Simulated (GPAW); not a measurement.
# CaF2 (Fluorite) (Fm-3m) in GPAW: single point with TB-mBJ

Aim: the single point of CaF2 (Fluorite) with TB-mBJ.

Everything below comes from runs of GPAW 26.7.0. Logs are shortened: lines on timing, memory, paths and dates and some standing lists are left out, and cuts for length are marked. The log counts tension as positive stress, the text compression.

**1. Starting point**

It takes space group Fm-3m (No. 225, cubic). The conventional cell has a = 5.462 Å, b = 5.462 Å, c = 5.462 Å, α = 90.00°, β = 90.00°, γ = 90.00°. Ca (site symmetry m-3m) has 8 F at 2.37 Å as nearest neighbours. F (site symmetry -43m) is surrounded by 4 Ca at 2.37 Å.

**2. Single point, TB-mBJ**

run.py

```python
from ase import Atoms
from ase.dft.bandgap import bandgap
from ase.io import write
from gpaw import GPAW, PW

atoms = Atoms(['Ca', 'F', 'F'],
              cell=[[0.0, 2.731, 2.731],
                    [2.731, 0.0, 2.731],
                    [2.731, 2.731, 0.0]],
              scaled_positions=[[0.0, 0.0, 0.0],
                                [0.75, 0.75, 0.75],
                                [0.25, 0.25, 0.25]],
              pbc=True)

calc = GPAW(mode=PW(800),
            xc='TB09',
            kpts={'size': (8, 8, 8), 'gamma': True},
            occupations={'name': 'fermi-dirac', 'width': 0.05},
            nbands=22,
            convergence={'density': 1e-05, 'energy': 1e-05},
            eigensolver='cg',
            maxiter=150,
            txt='gpaw.txt')
atoms.calc = calc
energy = atoms.get_potential_energy()
calc.write('gs.gpw')
write('result.traj', atoms)
print('Fermi level:', round(calc.get_fermi_level(), 4), 'eV')
print(f'Gap: {bandgap(calc)[0]:.4f} eV, direct: {bandgap(calc, direct=True)[0]:.4f} eV')
```

Potentials or basis: GPAW PAW data sets for LDA (gpaw-data 1.2.1), pw.

Launch:

```sh
$ OMP_NUM_THREADS=1 python run.py
```

gpaw.txt:

```text
___ ___ ___ _ _ _
 |   |   |_  | | | |
 | | | | | . | | | |
 |__ |  _|___|_____|  26.7.0
 |___|_|

Input parameters:
  convergence: {density: 1e-05,
                energy: 1e-05}
  eigensolver: cg
  kpts: {gamma: True,
         size: (8, 8, 8)}
  maxiter: 150
  mode: {ecut: 800.0,
         name: pw}
  nbands: 22
  occupations: {name: fermi-dirac,
                width: 0.05}
  xc: TB09

System changes: positions, numbers, cell, pbc, initial_charges, initial_magmoms

Initialize ...

species:
  Ca:
    name:    Calcium
    Z:       20.0
    valence: 10
    core:    10
    charge:  0.0  # [|e|]
    compensation charges:
      type: gauss
      rc: 0.37  # [Å]
      lmax: 2
    cutoffs:
      filter: 2.10  # [Å]
      core: 1.17  # [Å]
    projectors
    | kind |    occ | energy [eV] | rcut [Å] |
    |------|--------|-------------|----------|
    |   3s |  2.000 |     -46.826 |    1.175 |
    |   4s |  2.000 |      -3.864 |    1.175 |
    |   3p |  6.000 |     -27.986 |    1.154 |
    |    p |        |      -0.774 |    1.154 |
    |    d |        |       0.000 |    0.937 |

    Using partial waves for Ca as LCAO basis

  F:
    name:    Fluorine
    Z:       9.0
    valence: 7
    core:    2
    charge:  0.0  # [|e|]
    compensation charges:
      type: gauss
      rc: 0.20  # [Å]
      lmax: 2
    cutoffs:
      filter: 1.14  # [Å]
      core: 0.74  # [Å]
    projectors
    | kind |    occ | energy [eV] | rcut [Å] |
    |------|--------|-------------|----------|
    |   2s |  2.000 |     -29.647 |    0.635 |
    |   2p |  5.000 |     -11.293 |    0.635 |
    |    s |        |      -2.435 |    0.635 |
    |    p |        |      15.918 |    0.635 |
    |    d |        |       0.000 |    0.635 |

    Using partial waves for F as LCAO basis

Reference energy: -23864.330439  # eV

Spin-paired calculation

Convergence criteria:
 Maximum [total energy] change in last 3 cyles: 1e-05 eV / valence electron
 Maximum integral of absolute [dens]ity change: 1e-05 electrons / valence electron
 Maximum integral of absolute [eigenst]ate change: 4e-08 eV^2 / valence electron
 Maximum number of scf [iter]ations: 150
 (Square brackets indicate name in SCF output, whereas a 'c' in
 the SCF output indicates the quantity has converged.)

Symmetries present (total): 48

  ( 1  0  0)  ( 1  0  0)  ( 1  0  0)  ( 1  0  0)  ( 1  0 -1)  ( 1  0 -1)
  ( 1  0 -1)  ( 1 -1  0)  ( 0  1  0)  ( 0  0  1)  ( 1  0  0)  ( 1 -1  0)
  ( 1 -1  0)  ( 1  0 -1)  ( 0  0  1)  ( 0  1  0)  ( 1 -1  0)  ( 1  0  0)

  ( 1  0 -1)  ( 1  0 -1)  ( 1 -1  0)  ( 1 -1  0)  ( 1 -1  0)  ( 1 -1  0)
  ( 0  1 -1)  ( 0  0 -1)  ( 1  0  0)  ( 1  0 -1)  ( 0 -1  1)  ( 0 -1  0)
  ( 0  0 -1)  ( 0  1 -1)  ( 1  0 -1)  ( 1  0  0)  ( 0 -1  0)  ( 0 -1  1)

  ( 0  1  0)  ( 0  1  0)  ( 0  1  0)  ( 0  1  0)  ( 0  1 -1)  ( 0  1 -1)
  ( 1  0  0)  ( 0  1 -1)  ( 0  0  1)  (-1  1  0)  ( 1  0 -1)  ( 0  1  0)
  ( 0  0  1)  (-1  1  0)  ( 1  0  0)  ( 0  1 -1)  ( 0  0 -1)  (-1  1  0)

  ( 0  1 -1)  ( 0  1 -1)  ( 0  0  1)  ( 0  0  1)  ( 0  0  1)  ( 0  0  1)
  ( 0  0 -1)  (-1  1  0)  ( 1  0  0)  ( 0  1  0)  ( 0 -1  1)  (-1  0  1)
  ( 1  0 -1)  ( 0  1  0)  ( 0  1  0)  ( 1  0  0)  (-1  0  1)  ( 0 -1  1)

  ( 0  0 -1)  ( 0  0 -1)  ( 0  0 -1)  ( 0  0 -1)  ( 0 -1  1)  ( 0 -1  1)
  ( 1  0 -1)  ( 0  1 -1)  ( 0 -1  0)  (-1  0  0)  ( 1 -1  0)  ( 0  0  1)
  ( 0  1 -1)  ( 1  0 -1)  (-1  0  0)  ( 0 -1  0)  ( 0 -1  0)  (-1  0  1)

  ( 0 -1  1)  ( 0 -1  1)  ( 0 -1  0)  ( 0 -1  0)  ( 0 -1  0)  ( 0 -1  0)
  ( 0 -1  0)  (-1  0  1)  ( 1 -1  0)  ( 0  0 -1)  ( 0 -1  1)  (-1  0  0)
  ( 1 -1  0)  ( 0  0  1)  ( 0 -1  1)  (-1  0  0)  ( 1 -1  0)  ( 0  0 -1)

  (-1  1  0)  (-1  1  0)  (-1  1  0)  (-1  1  0)  (-1  0  1)  (-1  0  1)
  ( 0  1  0)  ( 0  1 -1)  (-1  0  1)  (-1  0  0)  ( 0  0  1)  ( 0 -1  1)
  ( 0  1 -1)  ( 0  1  0)  (-1  0  0)  (-1  0  1)  ( 0 -1  1)  ( 0  0  1)

  (-1  0  1)  (-1  0  1)  (-1  0  0)  (-1  0  0)  (-1  0  0)  (-1  0  0)
  (-1  1  0)  (-1  0  0)  ( 0  0 -1)  ( 0 -1  0)  (-1  1  0)  (-1  0  1)
  (-1  0  0)  (-1  1  0)  ( 0 -1  0)  ( 0  0 -1)  (-1  0  1)  (-1  1  0)

512 k-points: 8 x 8 x 8 Monkhorst-Pack grid + [1/16,1/16,1/16]
29 k-points in the irreducible part of the Brillouin zone
       k-points in crystal coordinates                weights
   0:     0.00000000    0.00000000    0.00000000          1/512
   1:     0.12500000    0.12500000    0.00000000          6/512
   2:     0.12500000    0.12500000    0.12500000          8/512
   3:     0.25000000    0.12500000    0.12500000         12/512
   4:     0.25000000    0.25000000    0.00000000          6/512
   5:     0.25000000    0.25000000    0.12500000         24/512
   6:     0.25000000    0.25000000    0.25000000          8/512
   7:     0.37500000    0.25000000   -0.37500000         24/512
   8:     0.37500000    0.25000000    0.12500000         24/512
   9:     0.37500000    0.25000000    0.25000000         24/512
          ...
  28:     0.50000000    0.50000000    0.50000000          4/512

Wave functions: Plane wave expansion
  Cutoff energy: 800.000 eV
  Number of coefficients (min, max): 2060, 2120
  Pulay-stress correction: 0.000000 eV/Ang^3 (de/decut=0.000000)
  Using FFTW library
  ScaLapack parameters: grid=1x1, blocksize=None
  Wavefunction extrapolation:
    Improved wavefunction reuse through dual PAW basis

Occupation numbers: Fermi-Dirac:
  width: 0.0500  # eV

Eigensolver
   CG(niter=4, rtol=3.0e-01)

Densities:
  Coarse grid: 27*27*27 grid
  Fine grid: 54*54*54 grid
  Total Charge: 0.000000

Density mixing:
  Method: separate
  Backend: msr1
  Linear mixing parameter: 0.05
  old densities: 10
  Width of damping distribution: 1.1
  Damping of long wavelength oscillations: 20

Hamiltonian:
  XC and Coulomb potentials evaluated on a 54*54*54 grid
  Using the TB09 Exchange-Correlation functional
  External potential:
    NoExternalPotential

XC parameters: TB09 with 2 nearest neighbor stencil

Number of atoms: 3
Number of atomic orbitals: 13
Number of bands in calculation: 22
Number of valence electrons: 24
Bands to converge: occupied

... initialized

Initializing position-dependent things.

Density initialized from atomic densities
Creating initial wave functions:
  13 bands from LCAO basis set
  9 bands from random numbers

                    F

           F

       Ca

Atomic positions and initial magnetic moments

Positions:
   0 Ca     0.000000    0.000000    0.000000    ( 0.0000,  0.0000,  0.0000)
   1 F      4.096500    4.096500    4.096500    ( 0.0000,  0.0000,  0.0000)
   2 F      1.365500    1.365500    1.365500    ( 0.0000,  0.0000,  0.0000)

Unit cell:
           periodic     x           y           z      points  spacing
  1. axis:    yes    0.000000    2.731000    2.731000    27     0.1168
  2. axis:    yes    2.731000    0.000000    2.731000    27     0.1168
  3. axis:    yes    2.731000    2.731000    0.000000    27     0.1168

  Lengths:   3.862217   3.862217   3.862217
  Angles:   60.000000  60.000000  60.000000

Effective grid spacing dv^(1/3) = 0.1274

iter:   1  1444.454977
iter:   2  1450.155951   +1.73  -0.98
iter:   3  1454.955878   +0.88  -1.06
iter:   4  1459.082775   -0.11  -1.22
iter:   5  1467.573213   +0.02  -1.40
iter:   6  1468.825377   -0.28  -1.80
iter:   7  1469.899236   -0.92  -1.97
iter:   8  1469.875404   -1.38  -2.06
iter:   9  1470.518393   -2.32  -2.06
iter:  10  1473.946627   -1.18  -2.06
iter:  11  1473.989462   -1.49  -1.99
[... 6 lines left out ...]
iter:  18  1470.424292   -2.76  -3.30
iter:  19  1470.516976   -3.37  -3.27
iter:  20  1470.517009   -3.87  -3.93
iter:  21  1470.446280   -4.49  -3.85
iter:  22  1470.413967   -5.06  -4.44
iter:  23  1470.429311   -5.31  -4.40
iter:  24  1470.423441   -5.96  -4.62
iter:  25  1470.416826   -6.05  -4.93
iter:  26  1470.423725   -6.24  -4.78
iter:  27  1470.423687   -6.81  -5.00
iter:  28  1470.421640   -7.32  -5.31c
iter:  29  1470.422573   -8.38c -5.51c
iter:  30  1470.422842   -8.27c -6.10c
iter:  31  1470.422527   -8.49c -6.00c
iter:  32  1470.422463   -8.63c -6.34c
iter:  33  1470.422588c  -9.33c -6.26c

Converged after 33 iterations.

Dipole moment: (-0.000000, -0.000000, -0.000000) |e|*Ang

Energy contributions relative to reference atoms: (reference = -23864.330439)

Kinetic:        +46.819805
Potential:      -31.326499
External:        +0.000000
XC:            +1457.411210
Entropy (-ST):   -0.000000
Local:           -2.481928
SIC:             +0.000000
--------------------------
Free energy:   +1470.422588
Extrapolated:  +1470.422588

Showing only first 2 kpts
 Kpt  Band  Eigenvalues  Occupancy
  0    10      2.35250    2.00000
  0    11      2.35251    2.00000
  0    12     12.92870    0.00000
  0    13     12.92870    0.00000

  1    10      2.35518    2.00000
  1    11      2.35518    2.00000
  1    12     12.92662    0.00000
  1    13     13.00122    0.00000

Fermi level: 4.05570

Gap: 10.115 eV
Transition (v -> c):
  (s=0, k=24, n=11, [0.50, 0.50, 0.00]) -> (s=0, k=24, n=12, [0.50, 0.50, 0.00])
No difference between direct/indirect transitions
Writing to gs.gpw (mode='')
```

Wall time 79 s (1 thread of Arm Neoverse V2, shared host); peak memory 0.25 GiB.

What came out:

```yaml
Band_gap_on_the_k_mesh: 10.11 eV, direct
```

Caveat: a model potential gives levels but no total energy. A k mesh can miss the band edges.
